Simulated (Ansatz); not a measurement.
## From PBE to G0W0: Ta2O5 (Pmmm)

Aim: the quasiparticle gap of Ta2O5 (Pmmm), starting from PBE.

Calculated with Ansatz 0.2.0; PBE, then G0W0 on it, plane waves, PAW.

This is a report of a sequence of runs, with most program output left out.

In doubt: masses and optical values from hybrid runs of this build are listed as unsure (in some of the runs), which bears on the screening that GW takes from such a start.

### Step 1. The structure

Symmetry: Pmmm, No. 47, orthorhombic system. Conventional cell: a = 3.677 Å, b = 3.897 Å, c = 6.217 Å, α = 90.00°, β = 90.00°, γ = 90.00°. Nearest to Ta lie 6 O at 1.95 to 2.16 Å. Nearest to Ta lie 6 O at 1.84 to 1.98 Å. Nearest to O lie 3 Ta at 1.98 to 2.16 Å. O has 2 Ta at 1.95 Å nearest. O has 2 Ta at 1.84 Å nearest. Nearest to O lie 2 Ta at 1.95 Å. Farther neighbours and most contacts between anions are not listed.

The cell and positions come from the Crystallography Open Database and are kept as given unless a step says otherwise. Spin-orbit coupling is left out unless a step names it. The default PAW set here is soft_2. Its files were made with PBE.

### Step 2. Bands along the symmetry lines

Levels along a band path and on the mesh show where this functional puts the band edges.

This step: DFT, PBE, plane waves, PAW.

Contents of input.yaml:

```yaml
crystal:
  lattice:
    - [3.677, 0.0, 0.0]
    - [0.0, 3.897, 0.0]
    - [0.0, 0.0, 6.217]
  atoms:
    - { symbol: Ta, position: [0.5, 0.0, 0.5] }
    - { symbol: Ta, position: [0.0, 0.0, 0.0] }
    - { symbol: O, position: [0.0, 0.0, 0.319] }
    - { symbol: O, position: [0.0, 0.0, 0.681] }
    - { symbol: O, position: [0.5, 0.5, 0.5] }
    - { symbol: O, position: [0.5, 0.0, 0.0] }
    - { symbol: O, position: [0.0, 0.5, 0.0] }
kpoints:
  mp_grid: { grid: [6, 6, 4] }
  band_path:
    path:
      - [[0.0, 0.0, 0.0], [0.5, 0.0, 0.0], [0.5, 0.5, 0.0], [0.0, 0.5, 0.0], [0.0, 0.0, 0.0], [0.0, 0.0, 0.5], [0.5, 0.0, 0.5], [0.5, 0.5, 0.5], [0.0, 0.5, 0.5], [0.0, 0.0, 0.5]]
      - [[0.5, 0.0, 0.0], [0.5, 0.0, 0.5]]
      - [[0.0, 0.5, 0.0], [0.0, 0.5, 0.5]]
      - [[0.5, 0.5, 0.0], [0.5, 0.5, 0.5]]
    npoints: 10
hamiltonian:
  xc: pbe
scf:
  occupations: { method: fermi_dirac, width: 0.02 }
  n_extra_bands: 6
output:
  eigenvalues: true
  forces: true
  stress: true
  write_density: true
  write_potential: true
  elf: true
  volumetric_format: npy
```

Started as:

```bash
ansatz run input.yaml --threads 3 --pin off --max-ram 64512MiB --backend cuda --events-out ev --progress --plain --runs-dir out --devices 1 --max-vram 24GiB  # rebuilt from the run's record
```

Wall time 7.3 s (1 × NVIDIA H100 80GB HBM3 (shared by 3 runs) with 3 threads of AMD EPYC 7R13 (Zen 3), shared host); peak memory 1 GiB; 11 s of CPU time.

This step gave:

- pressure: 8.557 GPa
- filled bands: 28
- gap: 0.2113 eV
- valence top at: R
- conduction bottom at: X
- least direct gap: 0.3807 eV

Over mesh and path the gap is 0.211 eV, from k = (0.500, 0.500, 0.500) to k = (0.500, 0.000, 0.000). The least direct gap found is 0.381 eV, at k = (0.500, 0.500, 0.000). The pressure in this cell is 9 GPa; the cell is kept.

The electronic bands at the labelled points (eV, zero at the top of the highest nominally filled band):

```tsv
point	band 25	band 26	band 27	band 28	band 29	band 30	band 31	band 32
Γ	-1.59	-0.91	-0.83	-0.64	0.35	0.77	1.13	2.21
halfway	-2.06	-1.19	-1.11	-0.97	0.69	0.71	1.65	3.69
X	-2.17	-1.53	-1.21	-1.15	0.21	0.33	2.35	3.32
halfway	-2.30	-2.05	-0.90	-0.61	0.36	1.86	3.14	3.31
S	-2.32	-1.76	-0.85	0.00	0.38	3.29	3.34	4.23
halfway	-2.26	-1.80	-0.83	-0.58	0.78	3.49	3.90	3.92
Y	-2.46	-1.74	-1.38	-0.81	0.59	2.27	3.67	3.71
halfway	-2.10	-1.48	-1.42	-1.00	0.50	2.24	2.33	2.44
Γ	-1.59	-0.91	-0.83	-0.64	0.35	0.77	1.13	2.21
halfway	-2.00	-1.17	-0.84	-0.64	0.78	0.80	1.27	2.40
Z	-2.05	-1.26	-0.85	-0.64	0.79	1.24	1.42	2.39
halfway	-2.45	-1.24	-1.15	-1.07	0.90	1.16	1.25	3.74
U	-2.44	-1.43	-1.14	-1.06	0.28	0.83	1.45	3.08
halfway	-2.70	-2.34	-1.33	-0.57	0.87	1.91	2.90	3.12
R	-3.22	-2.57	-0.92	0.00	0.91	3.15	3.33	4.14
halfway	-2.77	-2.18	-1.10	-0.57	1.36	3.51	3.88	4.03
T	-2.47	-1.83	-1.79	-1.36	1.43	3.05	3.67	3.72
halfway	-2.16	-1.95	-1.50	-1.24	1.36	2.31	2.44	3.05
Z	-2.05	-1.26	-0.85	-0.64	0.79	1.24	1.42	2.39
jump to X	-2.17	-1.53	-1.21	-1.15	0.21	0.33	2.35	3.32
halfway	-2.44	-1.47	-1.16	-1.15	0.25	0.59	1.87	3.18
U	-2.44	-1.43	-1.14	-1.06	0.28	0.83	1.45	3.08
jump to Y	-2.46	-1.74	-1.38	-0.81	0.59	2.27	3.67	3.71
halfway	-2.37	-2.26	-1.77	-0.99	1.01	2.64	3.67	3.71
T	-2.47	-1.83	-1.79	-1.36	1.43	3.05	3.67	3.72
jump to S	-2.32	-1.76	-0.85	0.00	0.38	3.29	3.34	4.23
```

ELF in the ac plane at fractional y = 0.000, with atoms of Ta and O within 0.2 Å of it. It is the smooth field of the valence electrons, not physical close to the nuclei.

Values, 23 rows by 14 columns, each cell a mean:
```
0.28 0.54 0.68 0.34 0.48 0.79 0.64 0.51 0.71 0.75 0.37 0.45 0.69 0.47
0.68 0.71 0.58 0.23 0.41 0.76 0.78 0.75 0.79 0.70 0.31 0.31 0.64 0.70
0.52 0.45 0.25 0.11 0.26 0.59 0.72 0.74 0.70 0.51 0.20 0.13 0.31 0.47
0.34 0.29 0.20 0.11 0.12 0.26 0.43 0.48 0.39 0.21 0.10 0.13 0.22 0.31
0.73 0.69 0.56 0.30 0.13 0.10 0.15 0.18 0.13 0.09 0.15 0.39 0.60 0.71
0.72 0.77 0.76 0.57 0.29 0.10 0.05 0.04 0.06 0.13 0.35 0.66 0.78 0.76
0.39 0.61 0.77 0.67 0.37 0.11 0.04 0.03 0.05 0.16 0.45 0.74 0.75 0.55
0.40 0.63 0.80 0.66 0.30 0.15 0.21 0.25 0.19 0.16 0.38 0.75 0.78 0.57
0.73 0.79 0.79 0.47 0.27 0.46 0.65 0.68 0.62 0.39 0.26 0.60 0.80 0.78
0.73 0.71 0.57 0.26 0.40 0.70 0.69 0.63 0.72 0.64 0.32 0.33 0.62 0.72
0.26 0.25 0.18 0.18 0.53 0.69 0.34 0.15 0.47 0.71 0.44 0.13 0.20 0.26
0.18 0.17 0.14 0.17 0.55 0.68 0.28 0.09 0.41 0.71 0.46 0.11 0.15 0.18
0.61 0.58 0.43 0.21 0.46 0.72 0.60 0.49 0.66 0.69 0.37 0.24 0.48 0.59
0.77 0.80 0.77 0.42 0.29 0.54 0.70 0.71 0.68 0.46 0.26 0.54 0.79 0.80
0.51 0.69 0.81 0.62 0.27 0.22 0.35 0.39 0.32 0.20 0.33 0.72 0.80 0.64
0.32 0.58 0.77 0.68 0.37 0.11 0.06 0.06 0.07 0.16 0.45 0.75 0.75 0.51
0.65 0.73 0.77 0.61 0.33 0.11 0.05 0.04 0.06 0.15 0.39 0.68 0.77 0.71
0.81 0.79 0.68 0.40 0.18 0.09 0.09 0.10 0.09 0.10 0.21 0.50 0.71 0.79
0.42 0.37 0.27 0.13 0.10 0.21 0.35 0.40 0.32 0.17 0.10 0.17 0.30 0.39
0.40 0.33 0.18 0.09 0.21 0.50 0.66 0.69 0.63 0.42 0.16 0.10 0.21 0.35
0.70 0.68 0.50 0.19 0.38 0.73 0.78 0.77 0.78 0.66 0.28 0.25 0.56 0.69
0.40 0.60 0.68 0.32 0.47 0.79 0.68 0.58 0.74 0.75 0.36 0.43 0.70 0.55
0.07 0.39 0.69 0.38 0.50 0.78 0.52 0.32 0.63 0.76 0.39 0.49 0.66 0.28
```
Columns run along a (3.7 Å), rows up along c (6.2 Å). Atoms in or near the plane, at fractional coordinates: Ta at (0.50, 0.50), Ta at (0.00, 0.00), O at (0.00, 0.32), O at (0.00, 0.68), O at (0.50, 0.00).

Valence density in the ac plane at fractional y = 0.000, with atoms of Ta and O within 0.2 Å of it. It is the smooth field of the valence electrons, not physical close to the nuclei.

Values in e/Å³, 23 rows by 14 columns, each cell a mean:
```
4.1 4.4 3.3 1.4 1.2 2.8 5.3 6.0 4.6 2.2 1.1 1.9 3.7 4.4
4.0 3.4 2.1 0.8 0.7 1.4 2.5 3.0 2.2 1.2 0.7 1.1 2.4 3.6
2.0 1.5 0.8 0.4 0.3 0.5 0.8 0.9 0.7 0.5 0.3 0.4 1.0 1.7
0.9 0.7 0.4 0.2 0.2 0.2 0.2 0.3 0.2 0.2 0.2 0.3 0.5 0.8
1.6 1.2 0.7 0.3 0.2 0.1 0.1 0.1 0.1 0.1 0.2 0.4 0.8 1.3
4.6 3.3 1.5 0.5 0.2 0.1 0.1 0.1 0.1 0.1 0.3 0.7 1.8 3.7
7.0 5.1 2.3 0.7 0.3 0.2 0.1 0.1 0.1 0.2 0.4 1.0 2.9 5.7
6.9 5.1 2.4 0.8 0.4 0.4 0.5 0.5 0.4 0.4 0.5 1.1 3.0 5.7
4.1 3.0 1.5 0.7 0.7 1.3 2.0 2.3 1.8 1.1 0.6 0.9 1.8 3.3
1.5 1.2 0.7 0.6 1.2 2.7 3.9 4.1 3.7 2.3 1.0 0.6 0.8 1.3
0.4 0.4 0.4 0.6 1.8 3.8 4.2 3.8 4.3 3.3 1.4 0.4 0.4 0.4
0.4 0.3 0.3 0.6 1.9 3.9 4.1 3.6 4.3 3.4 1.5 0.4 0.3 0.4
0.9 0.8 0.6 0.6 1.4 3.2 4.3 4.3 4.1 2.7 1.2 0.5 0.6 0.8
3.3 2.4 1.3 0.7 0.8 1.6 2.5 2.8 2.3 1.3 0.7 0.8 1.5 2.7
6.3 4.6 2.2 0.8 0.5 0.5 0.8 0.9 0.7 0.5 0.5 1.1 2.7 5.1
7.2 5.3 2.4 0.7 0.3 0.2 0.2 0.2 0.2 0.2 0.4 1.1 3.1 5.9
5.4 3.8 1.7 0.5 0.2 0.1 0.1 0.1 0.1 0.1 0.3 0.8 2.1 4.3
2.4 1.8 0.9 0.3 0.2 0.1 0.1 0.1 0.1 0.1 0.2 0.5 1.1 2.0
1.0 0.8 0.4 0.2 0.2 0.2 0.2 0.2 0.2 0.2 0.2 0.3 0.5 0.8
1.5 1.1 0.6 0.3 0.3 0.4 0.5 0.6 0.5 0.3 0.3 0.3 0.7 1.2
3.5 2.9 1.6 0.6 0.6 1.1 1.9 2.2 1.6 0.9 0.6 0.8 1.9 3.1
4.3 4.3 3.1 1.3 1.1 2.5 4.6 5.3 4.1 2.0 1.0 1.7 3.5 4.4
3.5 4.3 3.7 1.7 1.5 3.5 6.6 7.4 5.8 2.8 1.4 2.3 4.1 4.2
```
Columns run along a (3.7 Å), rows up along c (6.2 Å). Atoms in or near the plane, at fractional coordinates: Ta at (0.50, 0.50), Ta at (0.00, 0.00), O at (0.00, 0.32), O at (0.00, 0.68), O at (0.50, 0.00).

### Step 3. The quasiparticle correction

G0W0 replaces the xc potential by a self-energy built once from the orbitals of the start. Levels are corrected in the window of bands that the input names, at points of the mesh.

This step: G0W0 on PBE, plane waves, PAW.

input.yaml, the sections that differ from step 2:

```yaml
kpoints:
  mp_grid: { grid: [4, 4, 4] }
scf:
  occupations: { method: fixed }
gw:
  n_empty_bands: 572
  ecut_chi: 200.0
  qp_bands: [v2, c2]
  qp_kpoints: band_edges
  screening: { model: contour_deformation }
# crystal, hamiltonian: as in step 2
# output: removed
```

Wall time 34 s (1 × NVIDIA H100 80GB HBM3 (shared by 3 runs) with 3 threads); peak memory 3.1 GiB; 60 s of CPU time.

Numbers from this step:

| Item | Value |
| --- | --- |
| bands summed | 600 |
| RPA ε∞ on this mesh (eigenvalues) | 5.541, 6.794, 9.766 |
| plane waves in the screening matrix | 575 |
| q-points in the mesh | 64 |
| G0W0 gap over the corrected points | 1.144 eV |
| k of the valence top | -0.5, -0.5, -0.5 |
| k of the conduction bottom | -0.5, 0, 0 |
| starting gap on the mesh | 0.1898 eV |
| Z at the valence top | 0.6989 |
| Z at the conduction bottom | 0.7542 |
| least direct G0W0 gap over the corrected points | 1.361 eV |

Over 13 of 27 irreducible mesh points the G0W0 gap is 1.144 eV, from k = (-0.500, -0.500, -0.500) to k = (-0.500, 0.000, 0.000). The PBE gap of this run on the mesh is 0.190 eV. The two states that bound the G0W0 gap lie that far apart at the start, so the correction of the gap is 1.144 − 0.190 = +0.954 eV. The start of this run differs from the step before in mesh (6×6×4 and 4×4×4) and occupations.

Labels follow the order of the start: v1 is the top filled band, c1 the lowest empty one; levels that stay degenerate share a row, the window can cut a multiplet, doubted levels are not marked in this list, bands outside the window were not corrected, and the list may be a part of the corrected levels. The levels before and after the correction (eV, zero at the valence-band top of each column):

```tsv
	conduction bottom	valence top
Kohn-Sham	0.19	0.00
G0W0	1.14	0.00
```

```tsv
	level	occupation	energy (eV)
Kohn-Sham	(-0.5 0 0) v2	2	-1.207
Kohn-Sham	(-0.5 0 0) v1	2	-1.151
Kohn-Sham	(-0.5 0 0) c1	0	0.190
Kohn-Sham	(-0.5 0 0) c2	0	0.311
Kohn-Sham	(-0.5 -0.5 -0.5) v2	2	-0.928
Kohn-Sham	(-0.5 -0.5 -0.5) v1	2	0.000
Kohn-Sham	(-0.5 -0.5 -0.5) c1	0	0.890
Kohn-Sham	(-0.5 -0.5 -0.5) c2	0	3.131
G0W0	(-0.5 0 0) v2	2	-1.399
G0W0	(-0.5 0 0) v1	2	-1.208
G0W0	(-0.5 0 0) c1	0	1.144
G0W0	(-0.5 0 0) c2	0	1.298
G0W0	(-0.5 -0.5 -0.5) v2	2	-0.884
G0W0	(-0.5 -0.5 -0.5) v1	2	0.000
G0W0	(-0.5 -0.5 -0.5) c1	0	1.905
G0W0	(-0.5 -0.5 -0.5) c2	0	4.327
```

The parts of the quasiparticle energy for the two states that bound the G0W0 gap, in eV on the run's own scale (QP = start + Σx + Σc − Vxc, with Σc at the quasiparticle energy):

```tsv
edge	k	band	start	Σx	Σc	Vxc	Z	QP
valence top	(-0.500, -0.500, -0.500)	28	9.269	−26.505	4.701	−21.253	0.699	8.718
conduction bottom	(-0.500, 0.000, 0.000)	29	9.459	−12.911	−4.798	−18.112	0.754	9.862
```

### Step 4. Spin-orbit coupling

This run has two-component orbitals with spin-orbit coupling.

This step: DFT, PBE with spin-orbit coupling, plane waves, PAW.

input.yaml, the sections that differ from step 3:

```yaml
kpoints:
  mp_grid: { grid: [6, 6, 4] }
  band_path:
    path:
      - [0.0, 0.0, 0.0]
      - [0.5, 0.0, 0.0]
      - [0.5, 0.5, 0.0]
      - [0.0, 0.5, 0.0]
      - [0.0, 0.0, 0.5]
      - [0.5, 0.0, 0.5]
      - [0.5, 0.5, 0.5]
      - [0.0, 0.5, 0.5]
    npoints: 1
scf:
  occupations: { method: fermi_dirac, width: 0.02 }
  n_extra_bands: 12
magnetization:
  noncollinear: true
  spin_orbit: true
output:
  eigenvalues: true
  forces: true
  stress: true
# crystal, hamiltonian: as in step 3
# gw: removed
```

Elapsed: 3.6 s, on 1 × NVIDIA H100 80GB HBM3 (shared by 3 runs) with 3 threads; peak memory 1 GiB; 6.8 s of CPU time.

This step gave:

* pressure: 8.250 GPa
* gap: 0.1149 eV
* valence top at: R
* conduction bottom at: X
* least direct gap: 0.3881 eV

Over mesh and listed points the gap is 0.115 eV, from k = (0.500, 0.500, 0.500) to k = (0.500, 0.000, 0.000). The least direct gap found is 0.388 eV, at k = (0.500, 0.500, 0.000). The pressure in this cell is 8 GPa; the cell is kept. PBE+SOC against PBE: 0.115 − 0.211 = −0.096 eV, with the same mesh, set of files (read in its fully relativistic form for the spin-orbit run) and cutoff, and both edges at the same k points. The spin-orbit run sees mesh and listed points alone, so its gap is an upper bound: the coupling can move an edge off these points, and the change over the zone, its sign included where it is small, is not known.

### Step 5. Side by side

Each gap is the least one over the points named; times are wall times on shared hosts, not benchmarks. A G0W0 time includes the run's own self-consistent start. Runs with listed points see these and the mesh alone, so an edge that moves elsewhere is missed. Rows marked * are further runs, not shown as steps, whose inputs differ from the G0W0 step on the same start in the columns given; solver thresholds can differ too. Rows marked ? have an edge level that the program doubts. Symmetry makes (0.500, 0.500, 0.500) and (-0.500, -0.500, -0.500) one point. Symmetry makes (0.500, 0.000, 0.000) and (-0.500, 0.000, 0.000) one point.

```tsv
level	mesh	files, cutoff	bands summed, screening	points	gap (eV)	valence top	conduction bottom	least direct gap (eV)	time
PBE	6×6×4	soft_2 PAW, 420 eV	-	mesh and path	0.211	(0.500, 0.500, 0.500)	(0.500, 0.000, 0.000)	0.381	7.3 s
PBE+SOC	6×6×4	soft_2 PAW, 420 eV	-	mesh and listed points	0.115	(0.500, 0.500, 0.500)	(0.500, 0.000, 0.000)	0.388	3.6 s
G0W0@PBE*	4×4×4	soft_2 PAW, 420 eV	122, 60 eV	13 of 27 irreducible mesh points	1.054	(-0.500, -0.500, -0.500)	(-0.500, 0.000, 0.000)	1.244	7.3 s
G0W0@PBE*	4×4×4	soft_2 PAW, 420 eV	293, 120 eV	13 of 27 irreducible mesh points	1.013	(-0.500, -0.500, -0.500)	(-0.500, 0.000, 0.000)	1.226	13 s
G0W0@PBE	4×4×4	soft_2 PAW, 420 eV	600, 200 eV	13 of 27 irreducible mesh points	1.144	(-0.500, -0.500, -0.500)	(-0.500, 0.000, 0.000)	1.361	34 s
G0W0@PBE*?	4×4×2	soft_2 PAW, 420 eV	293, 120 eV	11 of 18 irreducible mesh points	0.973	(-0.500, -0.500, -0.500)	(-0.500, 0.000, 0.000)	1.194	13 s
G0W0@PBE*	4×4×4	soft_2 PAW, 420 eV	600, 200 eV, plasmon pole	13 of 27 irreducible mesh points	1.015	(-0.500, -0.500, -0.500)	(-0.500, 0.000, 0.000)	1.270	40 s
```

### Step 6. What came out

```yaml
pbe_gap_over_mesh_and_path: 0.211 eV, from k = (0.500, 0.500, 0.500) to k = (0.500, 0.000, 0.000)
g0w0_pbe_gap_over_13_of_27_irreducible_mesh_points: 1.144 eV, from k = (-0.500, -0.500, -0.500) to k = (-0.500, 0.000, 0.000)
pbe_soc_gap_over_mesh_and_listed_points: 0.115 eV
gw_settings: 4×4×4 mesh, 572 empty bands, screening to 200 eV
known_limits: finite bands, screening cutoff and k mesh; no spin-orbit coupling in G0W0
```

**Reading.** Over 13 of 27 irreducible mesh points the G0W0 gap is 1.144 eV, from k = (-0.500, -0.500, -0.500) to k = (-0.500, 0.000, 0.000). The PBE gap of this run on the mesh is 0.190 eV. The two states that bound the G0W0 gap lie that far apart at the start, so the correction of the gap is 1.144 − 0.190 = +0.954 eV. The valence state moves by 8.718 − 9.269 = −0.551 eV and the conduction state by 9.862 − 9.459 = +0.403 eV, on the run's own scale; with 122 bands the edge states move by −0.045 and +0.819 eV, so the split between the edges depends on the bands and cutoff. Both edges that PBE shows over mesh and path lie at k points where levels were corrected. Levels at other points were not corrected, so a lower G0W0 gap elsewhere in the zone is not ruled out. From 122 bands and 60 eV to 600 bands and 200 eV the gap moves by 1.144 − 1.054 = +0.090 eV (rung by rung 1.054, 1.013, 1.144 eV); bands and screening cutoff rise together, so their parts are not told apart. The gap turns back along the series (1.054, 1.013, 1.144 eV), so no line is drawn and the limit is not known. With the 4×4×2 mesh in place of the 4×4×4 mesh and all else as in the G0W0@PBE row with 293 bands, the gap differs by 0.973 − 1.013 = −0.040 eV, and that of the start by 0.184 − 0.190 = −0.006 eV. The program doubts an edge level of G0W0@PBE with 293 bands (4×4×2, soft_2 PAW). With the plasmon pole model in place of the contour deformation model and all else as in the G0W0@PBE row with 600 bands, the gap differs by 1.015 − 1.144 = −0.129 eV. G0W0 on other starts in this series, not shown as steps and not all at these settings: 1.556 eV on HSE06 (4×4×4, soft_2 PAW, 600 bands, 200 eV) and 1.797 eV on PBE0 (4×4×4, soft_2 PAW, 600 bands, 200 eV). PBE+SOC against PBE: 0.115 − 0.211 = −0.096 eV, with the same mesh, set of files (read in its fully relativistic form for the spin-orbit run) and cutoff, and both edges at the same k points. The spin-orbit run sees mesh and listed points alone, so its gap is an upper bound: the coupling can move an edge off these points, and the change over the zone, its sign included where it is small, is not known. What spin-orbit coupling does to the G0W0 levels was not computed, so no sum with the G0W0 gap is formed. The G0W0 runs are scalar-relativistic. G0W0@PBE runs of this series with other atomic data on the same mesh, not shown as steps, give 1.204 eV (hard PAW, 930 eV, 890 bands, screening to 260 eV); where bands and cutoffs differ too, the part of the files is not isolated. The program doubts an edge level of G0W0@PBE with 890 bands (4×4×4, hard PAW).

[Paths, hosts, dates, memory and timing lines, banners, echoed tables and standing remarks are left out of the program output.]

[Logs are printed without paths, hosts, clocks, repeated set-up lines and the standing remarks that a program may print on its own settings, such as how far it seeks lower states.]

[Runs of the session that timed out or met a known fault of the program may be left out.]

[Cells called generated may have been cut or substituted from an entry of the Crystallography Open Database or the Materials Project.]

[Hosts, paths, dates, database ids (printed as entryN), source tags and the programs' standing remarks are cut or masked in the printed files.]

[Where an RPA ε∞ is given, it is that of the G0W0 mesh and is not shown converged in it. Names of k-points follow the symmetry that the program found, which can be lower than the space group named. Band edges on a path are those of the sampled points; other points can move an edge, and change direct to indirect where valleys lie close.]

[Hybrid gaps are those of their k-mesh and are not shown converged in it.]
